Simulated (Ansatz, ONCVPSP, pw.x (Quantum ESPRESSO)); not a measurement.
**pw.x on sc Ta: one setting changed**

Potential: optimised norm-conserving Vanderbilt (ONCV), ONCVPSP 4.0.1.1 (patched build), PBE; core [Kr] 4d10 4f14, reference 5s2 5p6 5d3 6s1 6p1; waves: 5s+6s: rc 1.90 bohr, ncon 4, nbas 7, qcut 8.4 1/bohr, 3 projectors, debl 2.1 Ha; 5p+6p: rc 2.50 bohr, ncon 3, nbas 6, qcut 5.1 1/bohr, 2 projectors; 5d: rc 2.70 bohr, ncon 3, nbas 7, qcut 4.7 1/bohr, 1 projector; local part: polynomial inside 1.25 bohr (lpopt 5, dvloc0 4 Ha); core correction: Teter function, fcfact 5.75, rcfact 1.

The reference run (k-mesh 12³, cutoffs 60/240 Ry, Fermi–Dirac 0.01 Ry, mixing_beta 0.4, conv_thr 1e-9, no spin) gives 0.89 GPa at 20.376 Å³/atom, where all-electron LAPW gives 1.79 GPa. This run, with its own iteration cap, changes k-mesh shift to 1.

```
&control
  calculation='scf', prefix='x', pseudo_dir='./', outdir='./tmp', tstress=.true., disk_io='none'
/
&system
  ibrav=0, nat=1, ntyp=1, ecutwfc=60, ecutrho=240, nbnd=14,
  occupations='smearing', smearing='fd', degauss=0.01
/
&electrons
  conv_thr=1e-09, mixing_beta=0.4, electron_maxstep=60
/
ATOMIC_SPECIES
Ta 1.0 Ta.UPF
CELL_PARAMETERS angstrom
  2.73132247 0.00000000 0.00000000
  0.00000000 2.73132247 0.00000000
  0.00000000 0.00000000 2.73132247
ATOMIC_POSITIONS crystal
Ta 0.0000 0.0000 0.0000
K_POINTS automatic
12 12 12 1 1 1
```

```bash
pw.x < Ta.scf.in > Ta.scf.out
```

**Question.** How does the run end?

**Answer.** It converges in 9 iterations; the free energy moves by +25.6 meV/atom and the pressure by +0.76 GPa.

```
Message from routine setup:
     using ibrav=0 with symmetry is DISCOURAGED, use correct ibrav instead
     lattice parameter (alat)  =       5.1615  a.u.
     unit-cell volume          =     137.5041 (a.u.)^3
     number of electrons       =        13.00
     number of Kohn-Sham states=           14
     kinetic-energy cutoff     =      60.0000  Ry
     charge density cutoff     =     240.0000  Ry
     scf convergence threshold =      1.0E-09
     Exchange-correlation= PBE
     number of k points=    56  Fermi-Dirac smearing, width (Ry)=  0.0100
     iteration #  1     ecut=    60.00 Ry     beta= 0.40
     total energy              =    -122.18206084 Ry
     estimated scf accuracy    <       0.02948573 Ry
     iteration #  2     ecut=    60.00 Ry     beta= 0.40
     total energy              =    -122.18251362 Ry
     estimated scf accuracy    <       0.00616972 Ry
     iteration #  3     ecut=    60.00 Ry     beta= 0.40
     total energy              =    -122.18307970 Ry
     estimated scf accuracy    <       0.00056484 Ry
     [... 3 iterations left out ...]
     iteration #  7     ecut=    60.00 Ry     beta= 0.40
     total energy              =    -122.18311138 Ry
     estimated scf accuracy    <       0.00000001 Ry
     iteration #  8     ecut=    60.00 Ry     beta= 0.40
     total energy              =    -122.18311138 Ry
     estimated scf accuracy    <          5.3E-09 Ry
     iteration #  9     ecut=    60.00 Ry     beta= 0.40
     the Fermi energy is    16.1764 ev
!    total energy              =    -122.18311138 Ry
     estimated scf accuracy    <          3.4E-11 Ry
     smearing contrib. (-TS)   =      -0.00600687 Ry
     The total energy is F=E-TS. E is the sum of the following terms:
     one-electron contribution =     -25.68657680 Ry
     hartree contribution      =      17.10531894 Ry
     xc contribution           =     -20.69498708 Ry
     ewald contribution        =     -92.90085957 Ry
     convergence has been achieved in   9 iterations
          total   stress  (Ry/bohr**3)                   (kbar)     P=       16.47
     Message from routine punch:
     Nothing written, as per user request (disk_io='none')
```

The run took about 13 s on one core of a shared host (Neoverse-N1, 64 threads, 124 GiB, load 57).
